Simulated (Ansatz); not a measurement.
**Zn (simple cubic): energy against volume**

All numbers below come from DFT, PBE, plane waves (420 eV) with PAW, scalar-relativistic (Ansatz 0.2.0).

The cell is scaled uniformly from the relaxed one, with fractional coordinates and shape fixed. Energies are extrapolated to zero smearing, pressures are those at the given smearing. Magnetic state: spin not included.

A Birch-Murnaghan fit gives V₀ = 18.18 Å³/atom, B₀ = 48 GPa, B₀′ = 5.2.

(1) What are the energy above the minimum and the pressure at 15.986 Å³/atom?

(2) What are the energy above the minimum and the pressure at 17.439 Å³/atom?

(3) What are the energy above the minimum and the pressure at 18.892 Å³/atom?

## Answers

(1) 51.8 meV/atom and 8.64 GPa as computed.

(2) 4.9 meV/atom and 2.26 GPa as computed.

(3) 3.8 meV/atom and -1.64 GPa as computed.
